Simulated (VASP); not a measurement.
Runs of VASP 6.6.1 on Cu. The structure is cubic, space group Fm-3m (No. 225). Conventional cell: a = 3.615 Å, b = 3.615 Å, c = 3.615 Å, α = 90.00°, β = 90.00°, γ = 90.00°. Around Cu (site symmetry m-3m) lie 12 Cu at 2.56 Å. 

| task | level | smearing | pressure (GPa) |
| --- | --- | --- | --- |
| band structure | r2SCAN | fermi-dirac 0.05 eV | -4.3 |
| band structure | SCAN | fermi-dirac 0.05 eV | (b) |
| band structure | rSCAN | fermi-dirac 0.05 eV | -4.8 |
| band structure | TPSS | fermi-dirac 0.05 eV | (a) |
| single point | PBE | gaussian 0.012 eV | 2.2 |

Alike in all rows: potentials or basis VASP PAW PBE potentials, release 64 (Cu); no spin polarisation; cell as given; k mesh 13 × 13 × 13; cutoff (eV) 520.

Task: Fill in the values left out.

Result: (a) -4.4; (b) -6.3.

Caveats: the PAW data sets were made with another functional, which shifts forces and pressure a little (some runs).
